**Pushing one Ni atom off its site in AlNi**

An atom held by its neighbours should behave like a ball between springs. Move it twice as far and the energy should rise fourfold, the force twofold. The cell keeps its size, and some bonds get shorter while others get longer, so their pushes and pulls on the cell might be thought to cancel.

One Ni atom in an 8-atom cell of CsCl-type AlNi (a = 2.893 Å, 12.11 Å³ per atom) is moved along [110], all else fixed. The runs use Ansatz 0.2.0 with plane-wave PAW, scalar-relativistic PBE, no spin polarisation, a 420 eV cutoff, a 14×14×14 k mesh and 0.15 eV Gaussian smearing. Free energies are relative to the undisturbed cell; pressure is positive in compression.

| displacement (Å) | energy change (eV a cell) | force along direction (eV/Å summed over the moved atoms) | pressure (GPa) |
| --- | --- | --- | --- |
| -0.6 | 1.572 | 6.292 | 7.98 |
| -0.3 | 0.329 | 2.347 | 1.92 |
| 0 | 0.000 | 0.000 | 0.01 |
| 0.15 | 0.078 | -1.058 | 0.48 |
| 0.45 | 0.803 | -4.055 | 4.39 |

The rows at −0.3 and −0.6 Å test this directly. Doubling the distance raises the energy change from 0.329 to 1.572 eV, a factor of 4.8, and the force by a factor of 2.7. The pressure, far from cancelling, reaches 7.98 GPa. The atom sits in a well that is steeper than a spring's, and the cell pushes outwards.

**Reading the rows as one curve**

The two sides of the table look unequal only because they stop at different distances. The Ni site is a centre of inversion, so a step to the left costs as much as an equal step to the right. The order by distance is therefore 0.15, 0.3, 0.45 and 0.6 Å, whatever the sign. The force changes sign with the displacement because it points back to the site in each displaced row.

These are held positions: the neighbours may not move aside. If they could, the energies of the displaced rows would be lower. The undisturbed crystal has space group Pm-3m; the displaced cells are less symmetric. One Ni atom in four moves, in step with its periodic copies, and the electrons are kept non-magnetic throughout. The rising energy shows that the crystal resists this one pattern of motion, which is less than a proof of stability against every distortion.

**What the bonds do**

Each Ni atom has eight Al neighbours at 2.505 Å, at the corners of a cube. The line of motion points towards the middle of a cube edge, so the Ni atom approaches two Al atoms, leaves the two opposite ones and slides past the other four. At −0.6 Å the two short bonds measure 2.045 Å and the two long ones 3.015 Å. The four side bonds hardly change.

Suppose first that each bond is a perfect spring, with its stiffness set by the smallest step. Such springs give 1.25 eV at −0.6 Å, well below the computed energy. Their energy divided by the squared distance rises by less than 1 % between 0.15 and 0.6 Å, where the calculation gives 26 %. The changing angles and lengths of the bonds are thus no explanation by themselves. If bonds hold the atom, they must differ from springs.

Real bonds do so in a familiar way. When two atoms are squeezed together, their electron clouds overlap and the repulsion climbs steeply. When they are drawn apart, the pull first grows and then weakens. A squeezed bond therefore costs more than a spring, and a stretched bond costs less.

**Why the energy steepens only gradually**

For a small step, the extra cost of the two squeezed bonds is nearly repaid by the saving on the two stretched ones. But the cost climbs faster than the saving as the step lengthens. The difference grows at first with the fourth power of the distance, so it is faint near the site and plain further out. With x for the distance from the site in Å, a fit to the energies of the four displaced rows gives

energy change ≈ 3.44 x² + 2.59 x⁴ (in eV).

The second term makes up about a fifth of the fitted energy at 0.6 Å. At 0.15 Å it is below 2 % of the first, since 2.59 × 0.15² is only 0.06 beside 3.44. At room temperature a classical atom in this well would typically stray only some 0.06 Å along the line, so the spring picture serves well for the energy of its vibrations.

The force departs from the spring law sooner than the energy does. Force is the slope of the energy, and taking the slope multiplies the x² term by two but the x⁴ term by four. The anharmonic share thus counts double relative to the spring part. Accordingly, force divided by distance rises by 49 % from 0.15 to 0.6 Å, nearly twice the 26 % found for the energy.

**Why the cell pushes outwards**

The pressure reveals the lopsided bonds more directly. In the energy, the deviations of squeezed and stretched bonds have opposite signs and, for small steps, nearly cancel. In the pressure they add: the squeezed bonds push harder than springs, and the stretched bonds pull less hard. Both changes favour an outward push, which is there from the smallest step and grows roughly as x².

Perfect springs would even give the opposite sign. In the row at −0.6 Å the long bonds are stretched by 0.51 Å and the short ones squeezed by 0.46 Å, while the side bonds lengthen a little as well. On balance the springs are stretched and would draw the cell inwards, with a pressure of −2.8 GPa. The computed outward pressure is therefore strong evidence for anharmonic forces.

**An estimate worked through**

A Morse curve is a simple bond energy with a steep inner wall and a soft outer side: D(1 − e^(−b(r − r₀)))², where r is the bond length and r₀ = 2.505 Å. Its two constants, D = 0.445 eV and b = 1.70 per Å, were fitted to the energies of the four displaced rows. They describe the shape of the well and are not the strength of a separate Al–Ni bond. The row at −0.6 Å was part of that fit, so its energy is no test, but no pressure was used.

To get the pressure, imagine the cell enlarged by 1 % in length. Each bond grows by 1 % and the volume by 3 %, so pressure times volume is one third of the sum of push times bond length, with pulls counted as negative. The slope of the Morse curve gives, for −0.6 Å:

- two short bonds: push 3.9 eV/Å, times 2.045 Å, makes +8.0 eV each;
- two long bonds: pull 0.37 eV/Å, times 3.015 Å, makes −1.1 eV each;
- four side bonds: pull 0.15 eV/Å, times about 2.6 Å, makes −0.39 eV each.

The sum is 16.0 − 2.2 − 1.6 = 12.2 eV, and a third of it is 4.1 eV. Divided by the cell volume of 8 × 12.11 = 96.9 Å³, this is 0.042 eV/Å³, or about 6.7 GPa. The two short bonds supply the whole outward push in this model.

The estimate has the right sign and falls about 15 % below the computed pressure. In the other displaced rows it is 18 to 20 % too low. Both numbers are averages over directions: the actual stress differs along and across the line of motion, and a single pressure hides that.

**Where eight bonds are not enough**

The forces on the other atoms, taken from the same calculation at −0.6 Å, show who holds the moved atom back. About 83 % of the recoil along the line falls on the Al atoms ahead of and behind it, which in this small cell are periodic copies of each other. The four side neighbours take only about 2 %. This supports the picture of a force carried by the squeezed and stretched bonds.

The remaining 15 % falls on the other Ni atoms. The model leaves these out, and its fit loads their part of the force onto the eight Al–Ni bonds, so the push listed for the short bonds is probably somewhat too large. The other Ni atoms may also account for the pressure that the model lacks, though a response of the shared metallic electrons could do the same. The numbers here do not decide between the two.

**What the pressure tells about stiffness**

An outward pressure means that the displaced cell would lower its energy by expanding. For a small step this has a simple reading: the atom is held less stiffly in a larger cell. The row at 0.15 Å gives a change of about 4 % in the restoring constant for each 1 % of volume, stiffer on compression and softer on expansion. The same asymmetry of bonds is what makes most solids expand when heated, because vibrating atoms press outwards on average.

For small steps the direction of motion does not matter: the cubic symmetry of the site makes the spring-like part of the energy the same every way. Only the steepening further out can differ. In the Morse picture it is stronger the more directly the atom heads for an Al neighbour, but no other direction was calculated here. The fits and the comparison of spring and Morse bonds, row by row, are in the output below.

Printed output of the fit:

```
fit of energy_change on 4 rows (ux > 0): coefficient of ux**2 3.436 +/- 0.011, coefficient of ux**4 2.586 +/- 0.036; rms 0.000885, worst -0.3 0.00122, leave-one-out rms 0.00619
  rows outside the fit (model, value, miss): 0.0 0, 0, 0
fit of energy_change on 4 rows (ux > 0): coefficient of 2*(1-exp(-s*(rn-d0)))**2 + 2*(1-exp(-s*(rf-d0)))**2 + 4*(1-exp(-s*(rs-d0)))**2 0.4452 +/- 0.00019, s 1.698; rms 0.000538, worst -0.3 0.000911, leave-one-out rms 0.00371
  rows outside the fit (model, value, miss): 0.0 0, 0, 0
Readings:
   row  shortest Al-Ni (Å)  longest of the eight (Å)  energy/x² (eV/Å²)  force/x (eV/Å²)  pressure×volume/energy
  -0.6               2.045                     3.015              4.367            10.49                   3.065
  -0.3               2.267                     2.756              3.656            7.823                   3.509
   0.0               2.505                     2.505                  0                0                       0
  0.15               2.385                     2.629              3.467            7.053                   3.642
  0.45               2.154                     2.885              3.965            9.011                   3.297
Models:
   row  harmonic-bond energy (eV)  Morse energy (eV)  quartic force size (eV/Å)  Morse force size (eV/Å)  harmonic-bond pressure (GPa)  Morse pressure (GPa)  Morse pressure in % of computed
  -0.6                      1.253              1.572                      6.358                    6.323                        -2.755                  6.74                            84.57
  -0.3                     0.3123             0.3299                      2.341                    2.344                       -0.6882                 1.541                            80.69
   0.0                          0                  0                          0                        0                             0                     0                                0
  0.15                      0.078            0.07838                      1.066                    1.063                        -0.172                0.3754                            79.88
  0.45                     0.7035             0.8026                      4.035                    4.043                        -1.549                 3.609                             82.4
Rise of energy/x² from 0.15 to 0.60 Å (%): 25.96
Rise of force/x from 0.15 to 0.60 Å (%): 48.68
Rise of harmonic-bond energy/x² over the same range (%): 0.3694
Quartic part of the fitted energy at 0.60 Å (%): 21.32
Percent rise of the restoring constant per percent loss of volume (from 0.15 Å): 4.309
Recoil along the line on the two approached Al at -0.6 Å (% of the force): 83.25
Recoil on the two side Al (%): 1.708
Recoil on the three other Ni (%): 15.05
```
